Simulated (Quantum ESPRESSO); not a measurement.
# KTaO3 (Pm-3m) in Quantum ESPRESSO: further runs

The runs below take KTaO3 through band structure, with PBE, LDA, PBEsol, r2SCAN.

Everything below comes from runs of Quantum ESPRESSO 7.5. Logs are shortened: lines on timing, memory, paths and dates and some standing lists are left out, and cuts for length are marked.

## (1) The crystal as given

Symmetry: Pm-3m, No. 221, cubic system. The conventional cell has a = 3.988 Å, b = 3.988 Å, c = 3.988 Å, α = 90.00°, β = 90.00°, γ = 90.00°. Around Ta (site symmetry m-3m) lie 6 O at 1.99 Å. K (site symmetry m-3m) is surrounded by 12 O at 2.82 Å. O (site symmetry 4/mmm) has 2 Ta at 1.99 Å as nearest neighbours.

## (2) Band structure, PBE

Input file pw.in:

```
&CONTROL
  calculation = 'scf'
  prefix = 'pwscf'
  outdir = './tmp'
  pseudo_dir = './pseudo'
  tprnfor = .true.
  tstress = .true.
  disk_io = 'low'
/
&SYSTEM
  ibrav = 0
  nat = 5
  ntyp = 3
  ecutwfc = 60
  ecutrho = 480
  nbnd = 28
  occupations = 'smearing'
  smearing = 'fd'
  degauss = 0.00367493
/
&ELECTRONS
  conv_thr = 1d-09
  electron_maxstep = 120
  mixing_beta = 0.5
/
ATOMIC_SPECIES
Ta   180.9479 Ta_pbe_v1.uspp.F.UPF
K     39.0983 K.pbe-spn-kjpaw_psl.1.0.0.UPF
O     15.9990 O.pbe-n-kjpaw_psl.0.1.UPF
CELL_PARAMETERS angstrom
   3.9883000000    0.0000000000    0.0000000000
   0.0000000000    3.9883000000    0.0000000000
   0.0000000000    0.0000000000    3.9883000000
ATOMIC_POSITIONS crystal
Ta     0.0000000000    0.0000000000    0.0000000000
K      0.5000000000    0.5000000000    0.5000000000
O      0.0000000000    0.0000000000    0.5000000000
O      0.0000000000    0.5000000000    0.0000000000
O      0.5000000000    0.0000000000    0.0000000000
K_POINTS automatic
7 7 7 0 0 0
```

Input file bands.in:

```
&CONTROL
  calculation = 'bands'
  prefix = 'pwscf'
  outdir = './tmp'
  pseudo_dir = './pseudo'
  disk_io = 'low'
  verbosity = 'high'
/
&SYSTEM
  ibrav = 0
  nat = 5
  ntyp = 3
  ecutwfc = 60
  ecutrho = 480
  nbnd = 28
  occupations = 'smearing'
  smearing = 'fd'
  degauss = 0.00367493
/
&ELECTRONS
  conv_thr = 1d-08
  electron_maxstep = 120
  mixing_beta = 0.5
  diago_full_acc = .true.
  startingwfc = 'random'
/
ATOMIC_SPECIES
Ta   180.9479 Ta_pbe_v1.uspp.F.UPF
K     39.0983 K.pbe-spn-kjpaw_psl.1.0.0.UPF
O     15.9990 O.pbe-n-kjpaw_psl.0.1.UPF
CELL_PARAMETERS angstrom
   3.9883000000    0.0000000000    0.0000000000
   0.0000000000    3.9883000000    0.0000000000
   0.0000000000    0.0000000000    3.9883000000
ATOMIC_POSITIONS crystal
Ta     0.0000000000    0.0000000000    0.0000000000
K      0.5000000000    0.5000000000    0.5000000000
O      0.0000000000    0.0000000000    0.5000000000
O      0.0000000000    0.5000000000    0.0000000000
O      0.5000000000    0.0000000000    0.0000000000
K_POINTS crystal
60
 0.0000000000  0.0000000000  0.0000000000 1
 0.0000000000  0.0714285714  0.0000000000 1
 0.0000000000  0.1428571429  0.0000000000 1
 0.0000000000  0.2142857143  0.0000000000 1
 0.0000000000  0.2857142857  0.0000000000 1
 0.0000000000  0.3571428571  0.0000000000 1
 0.0000000000  0.4285714286  0.0000000000 1
 0.0000000000  0.5000000000  0.0000000000 1
 0.0714285714  0.5000000000  0.0000000000 1
 0.1428571429  0.5000000000  0.0000000000 1
 0.2142857143  0.5000000000  0.0000000000 1
 0.2857142857  0.5000000000  0.0000000000 1
 0.3571428571  0.5000000000  0.0000000000 1
 0.4285714286  0.5000000000  0.0000000000 1
 0.5000000000  0.5000000000  0.0000000000 1
 0.4545454545  0.4545454545  0.0000000000 1
 0.4090909091  0.4090909091  0.0000000000 1
 0.3636363636  0.3636363636  0.0000000000 1
 0.3181818182  0.3181818182  0.0000000000 1
 0.2727272727  0.2727272727  0.0000000000 1
 0.2272727273  0.2272727273  0.0000000000 1
 0.1818181818  0.1818181818  0.0000000000 1
 0.1363636364  0.1363636364  0.0000000000 1
 0.0909090909  0.0909090909  0.0000000000 1
 0.0454545455  0.0454545455  0.0000000000 1
 0.0000000000  0.0000000000  0.0000000000 1
 0.0357142857  0.0357142857  0.0357142857 1
 0.0714285714  0.0714285714  0.0714285714 1
 0.1071428571  0.1071428571  0.1071428571 1
 0.1428571429  0.1428571429  0.1428571429 1
 0.1785714286  0.1785714286  0.1785714286 1
 0.2142857143  0.2142857143  0.2142857143 1
 0.2500000000  0.2500000000  0.2500000000 1
 0.2857142857  0.2857142857  0.2857142857 1
 0.3214285714  0.3214285714  0.3214285714 1
 0.3571428571  0.3571428571  0.3571428571 1
 0.3928571429  0.3928571429  0.3928571429 1
 0.4285714286  0.4285714286  0.4285714286 1
 0.4642857143  0.4642857143  0.4642857143 1
 0.5000000000  0.5000000000  0.5000000000 1
 0.4545454545  0.5000000000  0.4545454545 1
 0.4090909091  0.5000000000  0.4090909091 1
 0.3636363636  0.5000000000  0.3636363636 1
 0.3181818182  0.5000000000  0.3181818182 1
 0.2727272727  0.5000000000  0.2727272727 1
 0.2272727273  0.5000000000  0.2272727273 1
 0.1818181818  0.5000000000  0.1818181818 1
 0.1363636364  0.5000000000  0.1363636364 1
 0.0909090909  0.5000000000  0.0909090909 1
 0.0454545455  0.5000000000  0.0454545455 1
 0.0000000000  0.5000000000  0.0000000000 1
 0.5000000000  0.5000000000  0.0000000000 1
 0.5000000000  0.5000000000  0.0625000000 1
 0.5000000000  0.5000000000  0.1250000000 1
 0.5000000000  0.5000000000  0.1875000000 1
 0.5000000000  0.5000000000  0.2500000000 1
 0.5000000000  0.5000000000  0.3125000000 1
 0.5000000000  0.5000000000  0.3750000000 1
 0.5000000000  0.5000000000  0.4375000000 1
 0.5000000000  0.5000000000  0.5000000000 1
```

Potentials or basis: SSSP 1.3 efficiency PBE.

On the command line:

```console
$ OMP_NUM_THREADS=1 mpirun -n 2 pw.x -nk 2 -in pw.in > pw.out
$ OMP_NUM_THREADS=1 mpirun -n 2 pw.x -nk 2 -in bands.in > bands.out
```

pw.out:

```text
This program is part of the open-source Quantum ESPRESSO suite
     for quantum simulation of materials; please cite
         "P. Giannozzi et al., J. Phys.:Condens. Matter 21 395502 (2009);
         "P. Giannozzi et al., J. Phys.:Condens. Matter 29 465901 (2017);
         "P. Giannozzi et al., J. Chem. Phys. 152 154105 (2020);
     in publications or presentations arising from this work. More details at

     file K.pbe-spn-kjpaw_psl.1.0.0.UPF: wavefunction(s)  3S renormalized
     file O.pbe-n-kjpaw_psl.0.1.UPF: wavefunction(s)  2P renormalized
     Message from routine setup:
     using ibrav=0 with symmetry is DISCOURAGED, use correct ibrav instead
[... 6 lines left out ...]
     --------------------
     sticks:   dense  smooth     PW     G-vecs:    dense   smooth      PW
     Sum        2177    1085    317                76117    26961    4169

     Using Slab Decomposition

     bravais-lattice index     =            0
     lattice parameter (alat)  =       7.5368  a.u.
     unit-cell volume          =     428.1146 (a.u.)^3
     number of atoms/cell      =            5
     number of atomic types    =            3
     number of electrons       =        40.00
     number of Kohn-Sham states=           28
     kinetic-energy cutoff     =      60.0000  Ry
     charge density cutoff     =     480.0000  Ry
     scf convergence threshold =      1.0E-09
     mixing beta               =       0.5000
     number of iterations used =            8  plain     mixing
     Exchange-correlation= SLA  PW   PBX  PBC
                           (   1   4   3   4   0   0   0)

     celldm(1)=   7.536795  celldm(2)=   0.000000  celldm(3)=   0.000000
     celldm(4)=   0.000000  celldm(5)=   0.000000  celldm(6)=   0.000000

     crystal axes: (cart. coord. in units of alat)
               a(1) = (   1.000000   0.000000   0.000000 )
               a(2) = (   0.000000   1.000000   0.000000 )
               a(3) = (   0.000000   0.000000   1.000000 )

     reciprocal axes: (cart. coord. in units 2 pi/alat)
               b(1) = (  1.000000  0.000000  0.000000 )
               b(2) = (  0.000000  1.000000  0.000000 )
               b(3) = (  0.000000  0.000000  1.000000 )

     PseudoPot. # 1 for Ta read from file:
     Ta_pbe_v1.uspp.F.UPF
     Pseudo is Ultrasoft + core correction, Zval = 13.0
     Generated by new atomic code, or converted to UPF format
     Using radial grid of  921 points,  7 beta functions with:
                l(1) =   0
                l(2) =   0
                l(3) =   1
                l(4) =   1
                l(5) =   2
                l(6) =   2
                l(7) =   3
     Q(r) pseudized with  6 coefficients,  rinner =    1.300   1.300   1.300
                                                       1.300   1.300   1.300
                                                       1.300

     PseudoPot. # 2 for K  read from file:
     K.pbe-spn-kjpaw_psl.1.0.0.UPF
     Pseudo is Projector augmented-wave + core cor, Zval =  9.0
     Generated using "atomic" code by A. Dal Corso  v.5.1
     Shape of augmentation charge: PSQ
     Using radial grid of 1165 points,  6 beta functions with:
                l(1) =   0
                l(2) =   0
                l(3) =   1
                l(4) =   1
                l(5) =   2
                l(6) =   2
     Q(r) pseudized with 0 coefficients

     PseudoPot. # 3 for O  read from file:
     O.pbe-n-kjpaw_psl.0.1.UPF
     Pseudo is Projector augmented-wave + core cor, Zval =  6.0
     Generated using "atomic" code by A. Dal Corso  v.5.0.99 svn rev. 10869
     Shape of augmentation charge: BESSEL
     Using radial grid of 1095 points,  4 beta functions with:
                l(1) =   0
                l(2) =   0
                l(3) =   1
                l(4) =   1
     Q(r) pseudized with 0 coefficients

     atomic species   valence    mass     pseudopotential
     Ta               13.00   180.94790     Ta( 1.00)
     K                 9.00    39.09830     K ( 1.00)
     O                 6.00    15.99900     O ( 1.00)

     48 Sym. Ops., with inversion, found

   Cartesian axes

     site n.     atom                  positions (alat units)
         1        Ta     tau(   1) = (   0.0000000   0.0000000   0.0000000  )
         2        K      tau(   2) = (   0.5000000   0.5000000   0.5000000  )
         3        O      tau(   3) = (   0.0000000   0.0000000   0.5000000  )
         4        O      tau(   4) = (   0.0000000   0.5000000   0.0000000  )
         5        O      tau(   5) = (   0.5000000   0.0000000   0.0000000  )

     number of k points=    20  Fermi-Dirac smearing, width (Ry)=  0.0037
                       cart. coord. in units 2pi/alat
        k(    1) = (   0.0000000   0.0000000   0.0000000), wk =   0.0058309
        k(    2) = (   0.0000000   0.0000000   0.1428571), wk =   0.0349854
        k(    3) = (   0.0000000   0.0000000   0.2857143), wk =   0.0349854
        k(    4) = (   0.0000000   0.0000000   0.4285714), wk =   0.0349854
        k(    5) = (   0.0000000   0.1428571   0.1428571), wk =   0.0699708
        k(    6) = (   0.0000000   0.1428571   0.2857143), wk =   0.1399417
[... 12 lines left out ...]
        k(   19) = (   0.2857143   0.4285714   0.4285714), wk =   0.1399417
        k(   20) = (   0.4285714   0.4285714   0.4285714), wk =   0.0466472

     Dense  grid:    76117 G-vectors     FFT dimensions: (  54,  54,  54)

     Smooth grid:    26961 G-vectors     FFT dimensions: (  40,  40,  40)

     Initial potential from superposition of free atoms

     starting charge      39.9801, renormalised to      40.0000

     negative rho (up, down):  9.266E-02 0.000E+00
     Starting wfcs are   33 randomized atomic wfcs
     Checking if some PAW data can be deallocated...

     Self-consistent Calculation

     iteration #  1     ecut=    60.00 Ry     beta= 0.50
     Davidson diagonalization with overlap
     ethr =  1.00E-02,  avg # of iterations =  5.5

     negative rho (up, down):  9.526E-02 0.000E+00

     total energy              =    -379.79064948 Ry
     estimated scf accuracy    <       1.67036654 Ry

     iteration #  2     ecut=    60.00 Ry     beta= 0.50
     Davidson diagonalization with overlap
     ethr =  4.18E-03,  avg # of iterations =  2.1

     negative rho (up, down):  9.651E-02 0.000E+00

     total energy              =    -380.18949124 Ry
     estimated scf accuracy    <       1.12947853 Ry

     iteration #  3     ecut=    60.00 Ry     beta= 0.50
     Davidson diagonalization with overlap
     ethr =  2.82E-03,  avg # of iterations =  1.9

     negative rho (up, down):  9.717E-02 0.000E+00

     total energy              =    -380.43698314 Ry
     estimated scf accuracy    <       0.03429815 Ry

     iteration #  4     ecut=    60.00 Ry     beta= 0.50
     Davidson diagonalization with overlap
     ethr =  8.57E-05,  avg # of iterations =  6.8
[... 55 lines left out ...]
     negative rho (up, down):  9.899E-02 0.000E+00

     total energy              =    -380.43978223 Ry
     estimated scf accuracy    <       0.00000038 Ry

     iteration # 11     ecut=    60.00 Ry     beta= 0.50
     Davidson diagonalization with overlap
     ethr =  5.82E-10,  avg # of iterations =  1.9

     negative rho (up, down):  9.899E-02 0.000E+00

     total energy              =    -380.43978226 Ry
     estimated scf accuracy    <       0.00000002 Ry

     iteration # 12     ecut=    60.00 Ry     beta= 0.50
     Davidson diagonalization with overlap
     ethr =  5.30E-11,  avg # of iterations =  2.4

     negative rho (up, down):  9.899E-02 0.000E+00

     End of self-consistent calculation

          k = 0.0000 0.0000 0.0000 (  3407 PWs)   bands (ev):

   -58.7083 -25.2106 -25.2106 -25.2106 -18.4749  -8.6972  -8.0007  -8.0007
    -2.0250  -2.0250  -2.0250   6.4246   6.4246   6.4246   7.7778   7.7778
     7.7778   8.2099   8.2099   8.2099  11.0503  11.0503  11.0503  15.4727
    15.6472  15.6472  16.9130  16.9130

          k = 0.0000 0.0000 0.1429 (  3359 PWs)   bands (ev):

   -58.7082 -25.2280 -25.2099 -25.2099 -18.4697  -8.6417  -7.9963  -7.8899
    -2.0178  -2.0178  -1.9981   5.9335   6.4016   6.4016   7.4776   7.4776
     7.6707   7.6864   8.1152   8.1152  11.0791  11.6577  11.6577  15.6574
    15.7910  16.4792  17.1657  17.2182

          k = 0.0000 0.0000 0.2857 (  3375 PWs)   bands (ev):

   -58.7080 -25.2668 -25.2085 -25.2085 -18.4579  -8.5925  -7.9866  -7.5288
    -2.0016  -2.0016  -1.9369   4.6306   6.3483   6.3483   6.9219   6.9219
     7.0473   7.4912   8.0351   8.0351  11.1456  12.8361  12.8361  15.6745
    16.5101  17.5368  17.7608  18.3842

          k = 0.0000 0.0000 0.4286 (  3378 PWs)   bands (ev):

   -58.7078 -25.2974 -25.2073 -25.2073 -18.4485  -8.5941  -7.9787  -7.1506
    -1.9886  -1.9886  -1.8873   3.5705   6.3064   6.3064   6.5723   6.5723
     6.7462   7.3442   7.9929   7.9929  11.2007  13.7512  13.7512  15.6851
    17.2145  17.9346  18.2722  19.8333

          k = 0.0000 0.1429 0.1429 (  3359 PWs)   bands (ev):
[... 90 lines left out ...]
          k = 0.2857 0.2857 0.4286 (  3349 PWs)   bands (ev):

   -58.7071 -25.2921 -25.2606 -25.2602 -18.4302  -7.7386  -7.4544  -7.1690
    -2.1608  -2.1105  -1.9977   3.5695   4.6733   4.6787   4.9583   5.2836
     5.5880   8.1851   8.3102   8.5129  13.8546  14.4473  14.5520  18.3889
    18.5513  18.7444  19.4923  19.7057

          k = 0.2857 0.4286 0.4286 (  3357 PWs)   bands (ev):

   -58.7069 -25.2907 -25.2906 -25.2591 -18.4251  -7.5845  -7.1724  -7.1506
    -2.1874  -2.1726  -2.0951   3.5345   3.6168   4.7100   4.7713   5.2598
     5.2719   8.3835   8.4066   8.7490  14.5134  14.5406  15.0947  18.0790
    18.5294  18.6440  19.9638  19.9962

          k = 0.4286 0.4286 0.4286 (  3343 PWs)   bands (ev):

   -58.7068 -25.2894 -25.2893 -25.2893 -18.4198  -7.1816  -7.1225  -7.1225
    -2.2560  -2.2560  -2.2138   3.5119   3.6218   3.6218   4.9260   5.0104
     5.0104   8.7280   8.7280   8.7804  15.0842  15.1450  15.1450  17.9664
    17.9664  18.0125  19.8957  20.7355

     the Fermi energy is     9.9230 ev

!    total energy              =    -380.43978226 Ry
     estimated scf accuracy    <          1.2E-10 Ry
     smearing contrib. (-TS)   =      -0.00000000 Ry
     internal energy E=F+TS    =    -380.43978226 Ry

     The total energy is F=E-TS. E is the sum of the following terms:
     one-electron contribution =     -69.69669052 Ry
     hartree contribution      =      56.63106382 Ry
     xc contribution           =     -76.05516672 Ry
     ewald contribution        =    -207.36447283 Ry
     one-center paw contrib.   =     -83.95451600 Ry

     convergence has been achieved in  12 iterations

     negative rho (up, down):  9.899E-02 0.000E+00

     Forces acting on atoms (cartesian axes, Ry/au):

     atom    1 type  1   force =     0.00000000    0.00000000    0.00000000
     atom    2 type  2   force =     0.00000000    0.00000000    0.00000000
     atom    3 type  3   force =     0.00000000    0.00000000    0.00000000
     atom    4 type  3   force =     0.00000000    0.00000000    0.00000000
     atom    5 type  3   force =     0.00000000    0.00000000    0.00000000

     Total force =     0.000000     Total SCF correction =     0.000000

     Computing stress (Cartesian axis) and pressure

     negative rho (up, down):  9.899E-02 0.000E+00
          total   stress  (Ry/bohr**3)                   (kbar)     P=       52.33
   0.00035575   0.00000000   0.00000000           52.33        0.00        0.00
   0.00000000   0.00035575   0.00000000            0.00       52.33        0.00
   0.00000000   0.00000000   0.00035575            0.00        0.00       52.33

=------------------------------------------------------------------------------=
   JOB DONE.
=------------------------------------------------------------------------------=
```

Run time: 1.8 min. Hardware: 2 MPI ranks of Intel Xeon Platinum 8259CL at 2.50GHz (Skylake/Cascade Lake), shared host; peak memory 0.68 GiB.

What came out:

```
Free energy             : -5176.1469 eV
Pressure                : 5.2 GPa
Band gap on the k mesh  : 2.27 eV, indirect (least direct gap 2.84 eV)
Band gap along the path : 2.21 eV, indirect (least direct gap 2.84 eV)
```

Levels at the corners of the path, in eV from the valence-band top:
```
point  band 18  band 19  band 20  band 21  band 22  band 23
    Γ    -0.63    -0.63    -0.63     2.21     2.21     2.21
    X    -1.52    -0.85    -0.85     2.37     5.05     5.05
    M    -1.43    -1.43    -0.04     5.09     5.09     6.38
    Γ    -0.63    -0.63    -0.63     2.21     2.21     2.21
    R     0.00     0.00     0.00     6.51     6.51     6.51
    X    -1.52    -0.85    -0.85     2.37     5.05     5.05
    M    -1.43    -1.43    -0.04     5.09     5.09     6.38
    R     0.00     0.00     0.00     6.51     6.51     6.51
```

Caveat: some levels on the path didn't converge; spin-orbit coupling is left out, which moves the levels of the heavy elements.

## (3) Band structure, LDA

pw.in, as its differences from that of step 2:

```diff
@@ -13,4 +13,4 @@
   ntyp = 3
-  ecutwfc = 60
-  ecutrho = 480
+  ecutwfc = 56
+  ecutrho = 448
   nbnd = 28
@@ -26,5 +26,5 @@
 ATOMIC_SPECIES
-Ta   180.9479 Ta_pbe_v1.uspp.F.UPF
-K     39.0983 K.pbe-spn-kjpaw_psl.1.0.0.UPF
-O     15.9990 O.pbe-n-kjpaw_psl.0.1.UPF
+Ta   180.9479 ta_lda_v1.uspp.F.UPF
+K     39.0983 k_lda_v1.4.uspp.F.UPF
+O     15.9990 o_lda_v1.2.uspp.F.UPF
 CELL_PARAMETERS angstrom
```

bands.in, as its differences from that of step 2:

```diff
@@ -12,4 +12,4 @@
   ntyp = 3
-  ecutwfc = 60
-  ecutrho = 480
+  ecutwfc = 56
+  ecutrho = 448
   nbnd = 28
@@ -27,5 +27,5 @@
 ATOMIC_SPECIES
-Ta   180.9479 Ta_pbe_v1.uspp.F.UPF
-K     39.0983 K.pbe-spn-kjpaw_psl.1.0.0.UPF
-O     15.9990 O.pbe-n-kjpaw_psl.0.1.UPF
+Ta   180.9479 ta_lda_v1.uspp.F.UPF
+K     39.0983 k_lda_v1.4.uspp.F.UPF
+O     15.9990 o_lda_v1.2.uspp.F.UPF
 CELL_PARAMETERS angstrom
```

Potentials or basis: GBRV 1.5 LDA.

On the command line:

```console
$ OMP_NUM_THREADS=1 mpirun -n 2 pw.x -nk 2 -in pw.in > pw.out
$ OMP_NUM_THREADS=1 mpirun -n 2 pw.x -nk 2 -in bands.in > bands.out
```

Wall time 1.9 min (2 MPI ranks of Intel Xeon Platinum 8259CL at 2.50GHz (Skylake/Cascade Lake), shared host); peak memory 0.6 GiB.

It converged, with:

```yaml
Free_energy: -4031.8290 eV
Pressure: -5.1 GPa
Band_gap_on_the_k_mesh: 2.13 eV, indirect (least direct gap 2.70 eV)
Band_gap_along_the_path: 2.07 eV, indirect (least direct gap 2.70 eV)
```

Levels at the corners of the path, in eV from the valence-band top:
| point | band 18 | band 19 | band 20 | band 21 | band 22 | band 23 |
| --- | --- | --- | --- | --- | --- | --- |
| Γ | -0.63 | -0.63 | -0.63 | 2.07 | 2.07 | 2.07 |
| X | -1.57 | -0.86 | -0.86 | 2.24 | 4.97 | 4.97 |
| M | -1.45 | -1.45 | -0.04 | 5.01 | 5.01 | 6.29 |
| Γ | -0.63 | -0.63 | -0.63 | 2.07 | 2.07 | 2.07 |
| R | 0.00 | 0.00 | 0.00 | 6.43 | 6.43 | 6.43 |
| X | -1.57 | -0.86 | -0.86 | 2.24 | 4.97 | 4.97 |
| M | -1.45 | -1.45 | -0.04 | 5.01 | 5.01 | 6.29 |
| R | 0.00 | 0.00 | 0.00 | 6.43 | 6.43 | 6.43 |

Caveat: some levels on the path didn't converge; spin-orbit coupling is left out, which moves the levels of the heavy elements. Expect the measured gap to be larger: semilocal functionals such as LDA lack the derivative discontinuity.

[end of part 1 of 2]
